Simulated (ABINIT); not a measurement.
# MgO (Fm-3m) in ABINIT: further runs

Aim: see how the results for MgO move with the level of theory and the settings. Levels: PW91, PBE, LDA. Tasks: equation of state, band structure.

Everything below comes from runs of ABINIT 10.8.3 (patched build). Logs are shortened: lines on timing, memory, paths and dates and some standing lists are left out, and cuts for length are marked. The log counts tension as positive stress, the text compression.

**What was measured.**

“Electronic structure of alkaline earth and post-transition metal oxides”, 2009, arxiv:0908.1581 quotes, for a bulk crystal of MgO: band gap 7.83 eV.

How close the calculation comes is told below.

### Step 1. The structure

The structure is cubic, space group Fm-3m (No. 225). The conventional cell has a = 4.194 Å, b = 4.194 Å, c = 4.194 Å, α = 90.00°, β = 90.00°, γ = 90.00°. Around Mg (site symmetry m-3m) lie 6 O at 2.10 Å. O (site symmetry m-3m) is surrounded by 6 Mg at 2.10 Å.

The cell is a database's computed one.

### Step 2. Equation of state, PW91

File run.abi:

```
# Datasets: one volume each
ndtset 7
getwfk -1
scalecart1 3*0.9795861087
scalecart2 3*0.9864848297
scalecart3 3*0.9932883884
scalecart4 3*1.0000000000
scalecart5 3*1.0066227096
scalecart6 3*1.0131594038
scalecart7 3*1.0196128224

# Pseudopotentials
pp_dirpath "./"
pseudos "Mg.GGA_PBE-JTH.xml, O.GGA_PBE-JTH.xml"

# Structure
acell 3*1.0 Angstrom
rprim
     0.0000000000     2.0970013927     2.0970013927
     2.0970013927     0.0000000000     2.0970013927
     2.0970013927     2.0970013927     0.0000000000
ntypat 2
znucl 12 8
natom 2
typat 1 2
xred
     0.0000000000     0.0000000000     0.0000000000
     0.5000000000     0.5000000000     0.5000000000

# Plane-wave basis
ecut 625.861884 eV
pawecutdg 45.0

# k points
kptopt 1
ngkpt 11 11 11
nshiftk 1
shiftk 0.0 0.0 0.0

# Exchange and correlation
ixc -109134

# Bands and occupations
nband 12
occopt 3
tsmear 0.00183747

# SCF cycle
nstep 100
tolvrs 1.0e-9

# Output
iomode 3
prtwf 1
prtden 0
prteig 0
prtebands 0
enunit 1
```

Potentials or basis: JTH PAW PBE v2.0.

Command:

```console
$ abinit run.abi > log 2>&1
```

run.abo:

```text
.Version 10.8.3 of ABINIT
 DATASET    1 : space group Fm -3 m (#225); Bravais cF (face-center cubic)
================================================================================
 Values of the parameters that define the memory need for DATASET  1.
     intxc =       0    ionmov =       0      iscf =      17    lmnmax =       8
     lnmax =       4     mgfft =      24  mpssoang =       2    mqgrid =    3001
     natom =       2  nloc_mem =       2    nspden =       1   nspinor =       1
    nsppol =       1      nsym =      48    n1xccc =       1    ntypat =       2
    occopt =       3   xclevel =       2
       mpw =         626          nfft =       13824          nkpt =          56
 PAW method is used; the additional fine FFT grid is defined by:
   mgfftf=        36    nfftf =     46656
================================================================================
================================================================================
[... 71 lines left out ...]
 DATASET    7 : space group Fm -3 m (#225); Bravais cF (face-center cubic)
================================================================================
 Values of the parameters that define the memory need for DATASET  7.
     intxc =       0    ionmov =       0      iscf =      17    lmnmax =       8
     lnmax =       4     mgfft =      27  mpssoang =       2    mqgrid =    3001
     natom =       2  nloc_mem =       2    nspden =       1   nspinor =       1
    nsppol =       1      nsym =      48    n1xccc =       1    ntypat =       2
    occopt =       3   xclevel =       2
       mpw =         706          nfft =       19683          nkpt =          56
 PAW method is used; the additional fine FFT grid is defined by:
   mgfftf=        36    nfftf =     46656
================================================================================
================================================================================

--------------------------------------------------------------------------------
------------- Echo of variables that govern the present computation ------------
--------------------------------------------------------------------------------
 -outvars: echo values of preprocessed input variables --------
            acell      1.8897261259E+00  1.8897261259E+00  1.8897261259E+00 Bohr
              amu      2.43050000E+01  1.59994000E+01
             ecut      2.30000000E+01 Hartree
           enunit           1
           getwfk          -1
                       outvar_i_n : Printing only first  50 k-points.
              ixc     -109134
           jdtset        1    2    3    4    5    6    7
                       outvar_i_n : Printing only first  50 k-points.
         kptrlatt       11    0    0      0   11    0      0    0   11
          kptrlen1     6.03876163E+01
          kptrlen2     6.08128952E+01
          kptrlen3     6.12323078E+01
          kptrlen4     6.16460521E+01
          kptrlen5     6.20543160E+01
          kptrlen6     6.24572774E+01
          kptrlen7     6.28551052E+01
            natom           2
            nband          12
           ndtset           7
[... 121 lines left out ...]

--- Pseudopotential description ------------------------------------------------
- pspini: atom type   1  psp file is ./Mg.GGA_PBE-JTH.xml
 Pseudopotential format is: paw10
 basis_size (lnmax)=  4 (lmn_size=  8), orbitals=   0   0   1   1
 Spheres core radius: rc_sph= 1.90157919
 Shapefunction is SIN type: shapef(r)=[sin(pi*r/rshp)/(pi*r/rshp)]**2
 Radius for shape functions =  1.70710089
 Compensation charge density is not taken into account in XC energy/potential

- pspini: atom type   2  psp file is ./O.GGA_PBE-JTH.xml
 Pseudopotential format is: paw10
 basis_size (lnmax)=  4 (lmn_size=  8), orbitals=   0   0   1   1
 Spheres core radius: rc_sph= 1.41465230
 Shapefunction is SIN type: shapef(r)=[sin(pi*r/rshp)/(pi*r/rshp)]**2
 Radius for shape functions =  1.20231231
 Compensation charge density is not taken into account in XC energy/potential

   2.59069307E+02                                ecore*ucvol(ha*bohr**3)
--------------------------------------------------------------------------------

================================================================================

--- !BeginCycle
iteration_state: {dtset: 1, }
solver: {iscf: 17, nstep: 100, nline: 4, wfoptalg: 10, }
tolerances: {tolvrs: 1.00E-09, }
...
[... 1190 lines left out ...]
-Cartesian components of stress tensor (GPa)         [Pressure= -2.7326E+00 GPa]
- sigma(1 1)=  2.73256399E+00  sigma(3 2)=  0.00000000E+00
- sigma(2 2)=  2.73256399E+00  sigma(3 1)=  0.00000000E+00
- sigma(3 3)=  2.73256399E+00  sigma(2 1)=  0.00000000E+00

== END DATASET(S) ==============================================================
================================================================================

 -outvars: echo values of variables after computation  --------
            acell      1.8897261259E+00  1.8897261259E+00  1.8897261259E+00 Bohr
           etotal1    -7.9940122143E+01
           etotal2    -7.9941534585E+01
           etotal3    -7.9942581624E+01
           etotal4    -7.9943300225E+01
           etotal5    -7.9943717748E+01
           etotal6    -7.9943864069E+01
           etotal7    -7.9943765564E+01
            fcart1    -0.0000000000E+00 -0.0000000000E+00 -0.0000000000E+00
                      -0.0000000000E+00 -0.0000000000E+00 -0.0000000000E+00
            fcart2    -0.0000000000E+00 -0.0000000000E+00 -0.0000000000E+00
                      -0.0000000000E+00 -0.0000000000E+00 -0.0000000000E+00
            fcart3    -0.0000000000E+00 -0.0000000000E+00 -0.0000000000E+00
                      -0.0000000000E+00 -0.0000000000E+00 -0.0000000000E+00
            fcart4    -0.0000000000E+00 -0.0000000000E+00 -0.0000000000E+00
                      -0.0000000000E+00 -0.0000000000E+00 -0.0000000000E+00
            fcart5    -0.0000000000E+00 -0.0000000000E+00 -0.0000000000E+00
                      -0.0000000000E+00 -0.0000000000E+00 -0.0000000000E+00
[... 38 lines left out ...]
                       0.0000000000E+00  0.0000000000E+00  0.0000000000E+00
           xangst1     0.0000000000E+00  0.0000000000E+00  0.0000000000E+00
                       2.0541934342E+00  2.0541934342E+00  2.0541934342E+00
           xangst2     0.0000000000E+00  0.0000000000E+00  0.0000000000E+00
                       2.0686600618E+00  2.0686600618E+00  2.0686600618E+00
           xangst3     0.0000000000E+00  0.0000000000E+00  0.0000000000E+00
                       2.0829271338E+00  2.0829271338E+00  2.0829271338E+00
           xangst4     0.0000000000E+00  0.0000000000E+00  0.0000000000E+00
                       2.0970013927E+00  2.0970013927E+00  2.0970013927E+00
           xangst5     0.0000000000E+00  0.0000000000E+00  0.0000000000E+00
                       2.1108892240E+00  2.1108892240E+00  2.1108892240E+00
           xangst6     0.0000000000E+00  0.0000000000E+00  0.0000000000E+00
                       2.1245966808E+00  2.1245966808E+00  2.1245966808E+00
           xangst7     0.0000000000E+00  0.0000000000E+00  0.0000000000E+00
                       2.1381295086E+00  2.1381295086E+00  2.1381295086E+00
             xred      0.0000000000E+00  0.0000000000E+00  0.0000000000E+00
                       5.0000000000E-01  5.0000000000E-01  5.0000000000E-01
 Calculation completed.
```

Run time: 85 s. Hardware: 1 thread of Arm Neoverse V2, shared host; peak memory 0.13 GiB.

Results:

```
Equilibrium volume                      : 9.61 Å³/atom
Bulk modulus                            : 150 GPa
Pressure derivative of the bulk modulus : 4.1
```

Energy against volume, from the lowest point:
```csv
volume (Å³/atom),energy (meV/atom)
8.668,50.91
8.853,31.69
9.037,17.45
9.221,7.67
9.406,1.99
9.590,0.00
9.775,1.34
```

Caveat: pressures at fixed basis lie under the slope of the energies; the PAW data sets were made with another functional, which shifts forces and pressure a little.

### Step 3. Band structure, PBE

File run.abi:

```
# Datasets: ground state, then fixed potential
ndtset 2

# Pseudopotentials
pp_dirpath "./"
pseudos "Mg.upf, O.upf"

# Structure
acell 5.6041865537 5.6041865537 5.6041865537
rprim
     0.0000000000     0.7071067812     0.7071067812
     0.7071067812     0.0000000000     0.7071067812
     0.7071067812     0.7071067812     0.0000000000
ntypat 2
znucl 12 8
natom 2
typat 1 2
xcart
     0.0000000000     0.0000000000     0.0000000000
     3.9627583152     3.9627583152     3.9627583152

# Plane-wave basis
ecut 42.0

# Exchange and correlation
ixc 11

# Bands and occupations
occopt 3
tsmear 0.05 eV

# SCF cycle
nstep 100

# Output
iomode 3
prtwf 0
prteig 0
prtebands 0
prtden1 1

# Dataset 1
kptopt1 1
ngkpt1 11 11 11
nshiftk1 1
shiftk1 0.0 0.0 0.0
nband1 12
tolvrs1 1.0e-10

# Dataset 2: bands along G-X-W-K-G-L-U-W-L-K
iscf2 -2
getden2 1
nband2 16
nbdbuf2 2
tolwfr2 1.0e-12
kptopt2 -9
ndivsm2 5
prteig2 1
kptbounds2
     0.0000000000     0.0000000000     0.0000000000
     0.5000000000     0.0000000000     0.5000000000
     0.5000000000     0.2500000000     0.7500000000
     0.3750000000     0.3750000000     0.7500000000
     0.0000000000     0.0000000000     0.0000000000
     0.5000000000     0.5000000000     0.5000000000
     0.6250000000     0.2500000000     0.6250000000
     0.5000000000     0.2500000000     0.7500000000
     0.5000000000     0.5000000000     0.5000000000
     0.3750000000     0.3750000000     0.7500000000
```

Potentials or basis: PseudoDojo NC SR PBE v0.4.1 standard.

Command:

```console
$ abinit run.abi > log 2>&1
```

Run time: 51 s. Hardware: 1 thread of Arm Neoverse V2, shared host; peak memory 0.1 GiB.

It converged, with:

```yaml
Free_energy: -2069.4464 eV
Pressure: 6.7 GPa
Band_gap_on_the_k_mesh: 4.89 eV, direct
Band_gap_along_the_path: 4.90 eV, direct
Valence_electrons_inside_the_program's_atomic_spheres: Mg 8.41; O 6.33
```

Levels at the corners of the path, in eV from the valence-band top:
| point | band 5 | band 6 | band 7 | band 8 | band 9 | band 10 | band 11 | band 12 |
| --- | --- | --- | --- | --- | --- | --- | --- | --- |
| Γ | -17.25 | 0.00 | 0.00 | 0.00 | 4.90 | 16.04 | 16.04 | 16.04 |
| X | -15.67 | -4.09 | -1.35 | -1.35 | 9.24 | 10.15 | 13.23 | 19.18 |
| W | -15.61 | -2.96 | -2.96 | -1.78 | 11.77 | 11.77 | 12.35 | 15.73 |
| K | -15.65 | -3.50 | -2.72 | -1.15 | 10.22 | 11.95 | 12.66 | 18.33 |
| Γ | -17.25 | 0.00 | 0.00 | 0.00 | 4.90 | 16.04 | 16.04 | 16.04 |
| L | -15.90 | -4.64 | -0.65 | -0.65 | 8.02 | 12.76 | 16.49 | 16.49 |
| U | -15.65 | -3.50 | -2.72 | -1.15 | 10.22 | 11.95 | 12.66 | 18.33 |
| W | -15.61 | -2.96 | -2.96 | -1.78 | 11.77 | 11.77 | 12.35 | 15.73 |
| L | -15.90 | -4.64 | -0.65 | -0.65 | 8.02 | 12.76 | 16.49 | 16.49 |
| K | -15.65 | -3.50 | -2.72 | -1.15 | 10.22 | 11.95 | 12.66 | 18.33 |

(Continued in part 2 of 2.)
